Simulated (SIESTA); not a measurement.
# TiC: elastic constants with PBEsol

The system is TiC.

```
Ti C
1.0
     0.00000    2.15042    2.15042
     2.15042    0.00000    2.15042
     2.15042    2.15042    0.00000
Ti C
1 1
Direct
  0.00000 0.00000 0.00000
  0.50000 0.50000 0.50000
```

The cell is a database's computed one.

The cell isn't the ideal one: cell relaxed.

* Program: SIESTA 5.4.2
* Task: elastic constants
* Functional: PBEsol
* Potentials or basis: PseudoDojo 0.4 standard (PBEsol files)
* Basis: DZP (energy shift 0.003 Ry; two zetas on semicore shells)
* Grid cutoff: 800 Ry
* Energy shift: 0.003 Ry
* k mesh: 8 × 8 × 8
* Occupations: fermi-dirac, width 0.05 eV
* Spin: no spin polarisation
* force tolerance: 0.005 eV/Å
* Hamiltonian tolerance: 0.0001 eV
* density-matrix tolerance: 1e-05

```json
{
  "Elastic constants C11, C12, C44": "541, 126, 170 GPa",
  "Voigt bulk modulus": "264 GPa"
}
```

Elastic tensor in Voigt notation (GPa, in the Cartesian axes of the cell as first typed):
```
541 126 126   0   0   0
126 541 126   0   0   0
126 126 541   0   0   0
  0   0   0 170   0   0
  0   0   0   0 170   0
  0   0   0   0   0 170
```

All runs of the series together: 16 min on 1 thread of Arm Neoverse V1, with other jobs on the host.

Caveat: the basis of atomic orbitals isn't converged, which shifts pressures, moduli and gaps.
